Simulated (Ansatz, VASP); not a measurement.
## SrO in VASP and in Ansatz

```
Sr O
1.0
     0.00000    2.58015    2.58015
     2.58015    0.00000    2.58015
     2.58015    2.58015    0.00000
Sr O
1 1
Direct
  0.04895 0.04895 0.04895
  0.50000 0.50000 0.50000
```

Change from the starting cell: all Sr atoms moved +0.438 Å, as atom 1 along Cartesian [1 1 1].

Alike in both runs: task single point; functional r2SCAN; k mesh 8 × 8 × 8; occupations gaussian, width 0.05 eV; no spin polarisation.

|  | VASP | Ansatz |
| --- | --- | --- |
| version | VASP 6.6.1 | Ansatz 0.2.0 |
| potentials or method | VASP PAW PBE potentials, release 64 (Sr_sv, O) | scalar-relativistic, plane waves, PAW |
| plane-wave cutoff (eV) | 520 | 500 |
| valence electrons in the cell | 16 | 16 |

|  | VASP | Ansatz | Ansatz less VASP |
| --- | --- | --- | --- |
| gap on the k mesh at the Fermi level (eV) | 4.62 | 4.61 | -0.010 |
| least direct gap on the mesh (eV) | 4.82 | 4.82 | -0.002 |
| pressure (GPa) | 5.8 | 5.0 | -0.75 |
| largest component of the traceless stress (GPa) | 1.40 | 1.30 | -0.100 |
| rms of the force components (eV/Å) | 0.699 | 0.662 | -0.0372 |

Atom by atom the forces differ by 0.037 eV/Å (rms over components).

Caveats: the PAW data sets were made with another functional, which shifts forces and pressure a little (VASP). A k mesh can miss the band edges.
